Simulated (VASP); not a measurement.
Wanted: the native input for a VASP 6.6.1 run.

```
Task                   : band structure
Functional             : r2SCAN
Dispersion             : rVV10
Potentials or basis    : VASP PAW PBE potentials, release 54 (Mn_pv)
Cutoff                 : 520 eV
k mesh                 : 9 × 9 × 9
Occupations            : methfessel-paxton, width 0.2 eV
Spin                   : collinear spin, ferrimagnetic start
Starting moments       : [4.0, -2.0] μB
Hubbard terms          : Mn d U = 4.5 eV, J = 1.0 eV
LDAUTYPE               : 2
Hund's J               : 1
Supercell matrix       : [0, 1, 1, 1, 0, 1, 1, 1, 0]
Further INCAR settings : ALGO = Normal; EDIFF = 1e-06
```

The structure of Mn lies in POSCAR:

```
Mn
1.0
    3.0810000000      0.0000000000      0.0000000000
    0.0000000000      3.0810000000      0.0000000000
    0.0000000000      0.0000000000      3.0810000000
Mn
2
Cartesian
    0.0000000000      0.0000000000      0.0000000000
    1.5405000000      1.5405000000      1.5405000000
```

This isn't the form of Mn at room conditions, which is a 58-atom cubic cell.

One way to write it, as run:

INCAR

```
PREC = Accurate
ENCUT = 520
EDIFF = 1E-6
ISMEAR = 1
SIGMA = 0.2
LREAL = F
LASPH = T
NELM = 120
ALGO = Normal
ISIF = 2
LWAVE = F
LCHARG = F
ISPIN = 2
MAGMOM = 4 -2
LORBIT = 11
LMAXMIX = 4
LDAU = T
LDAUTYPE = 2
LDAUL = 2
LDAUU = 4.5
LDAUJ = 1
LDAUPRINT = 1
METAGGA = R2SCAN
LMIXTAU = T
LUSE_VDW = T
IVDW_NL = 2
BPARAM = 11.95
CPARAM = 0.0093
```

KPOINTS

```
regular mesh
0
Gamma
  9 9 9
```

KPOINTS_OPT

```
path GXMGRX,MR
20
line-mode
reciprocal
 0.0000000000  0.0000000000  0.0000000000  G
 0.0000000000  0.5000000000  0.0000000000  X

 0.0000000000  0.5000000000  0.0000000000  X
 0.5000000000  0.5000000000  0.0000000000  M

 0.5000000000  0.5000000000  0.0000000000  M
 0.0000000000  0.0000000000  0.0000000000  G

 0.0000000000  0.0000000000  0.0000000000  G
 0.5000000000  0.5000000000  0.5000000000  R

 0.5000000000  0.5000000000  0.5000000000  R
 0.0000000000  0.5000000000  0.0000000000  X

 0.5000000000  0.5000000000  0.0000000000  M
 0.5000000000  0.5000000000  0.5000000000  R
```

Potentials or basis: VASP PAW PBE potentials, release 54 (Mn_pv).

Command:

```sh
$ cat potpaw_PBE.54/Mn_pv/POTCAR > POTCAR
$ mpirun -np 1 vasp_std > vasp.out
```

Results of the run:

```json
{"Pressure": "21.8 GPa", "Band gap along the path": "none (metal or under the smearing width)", "Net moment": "0.00 μB per cell", "Site moments": "Mn +4.34, -4.34 μB", "Valence electrons inside the program's atomic spheres": "Mn 11.55"}
```

Caveat: the PAW data sets were made with another functional, which shifts forces and pressure a little; the U is typed as a test and isn't derived for this compound.

It took 2.4 min on 1 thread of Intel(R) Xeon(R) Platinum 8559C (Emerald Rapids), with other jobs on the host, peak memory 0.24 GiB.
